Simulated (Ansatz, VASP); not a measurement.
# One calculation of SiO2, two programs

Contents of INCAR:

```
PREC = Accurate
ENCUT = 520
EDIFF = 1E-6
ISMEAR = 0
SIGMA = 0.1
LREAL = False
LASPH = True
NELM = 60
ALGO = Normal
ISIF = 2
LWAVE = False
LCHARG = False
GGA = PE
NBANDS = 25
```

KPOINTS

```
Automatic mesh
0
Gamma
  6 6 6
```

File POSCAR:

```
SiO2
1.0
   -2.7580977300      2.7580977300      2.2411598400
    2.7580977300     -2.7580977300      2.2411598400
    2.7580977300      2.7580977300     -2.2411598400
Si O
2 4
Direct
    0.0000000000      0.0000000000      0.0000000000
    0.5000000000      0.5000000000      0.0000000000
    0.0000000000      0.2239004600      0.2239004600
    0.0000000000      0.7760995400      0.7760995400
    0.2239004600      0.0000000000      0.2239004600
    0.7760995400      0.0000000000      0.7760995400
```

Input for Ansatz:

```yaml
crystal:
  lattice:
    - [-2.75809773, 2.75809773, 2.24115984]
    - [2.75809773, -2.75809773, 2.24115984]
    - [2.75809773, 2.75809773, -2.24115984]
  atoms:
    - { symbol: Si, position: [0.0, 0.0, 0.0] }
    - { symbol: Si, position: [0.5, 0.5, 0.0] }
    - { symbol: O, position: [0.0, 0.22390046, 0.22390046] }
    - { symbol: O, position: [0.0, 0.77609954, 0.77609954] }
    - { symbol: O, position: [0.22390046, 0.0, 0.22390046] }
    - { symbol: O, position: [0.77609954, 0.0, 0.77609954] }
basis:
  ecutwfc: 420
kpoints:
  mp_grid: { grid: [6, 6, 6] }
hamiltonian:
  xc: pbe
scf:
  occupations: { method: gaussian, width: 0.1 }
  lower_state_search: "off"
output:
  forces: true
  stress: true
  eigenvalues: true
```

Alike in both runs: task single point; functional PBE; k mesh 6 × 6 × 6; occupations gaussian, width 0.1 eV; no spin polarisation.

|  | VASP | Ansatz |
| --- | --- | --- |
| version | VASP 6.6.1 | Ansatz 0.2.0 |
| potentials or method | VASP PAW PBE potentials, release 64 (Si, O) | scalar-relativistic, plane waves, PAW |
| plane-wave cutoff (eV) | 520 | 420 |
| valence electrons in the cell | 32 | 32 |

VASP gave:

* gap on the k mesh at the Fermi level (eV): none
* rms of the force components (eV/Å): 21.414

**Question.** What did Ansatz give for the same quantities?

**Answer.** gap on the k mesh at the Fermi level (eV): none; rms of the force components (eV/Å): 22.483.

Atom by atom the forces differ by 1.069 eV/Å (rms over components). A gap of «none» marks a metal or a gap that the smearing closes. The functional is the same, so the differences come from potentials, cutoffs and numerics.

Caveats: forces of over 1 eV/Å show positions far from the minimum, so gaps and moduli don't describe the material at rest.
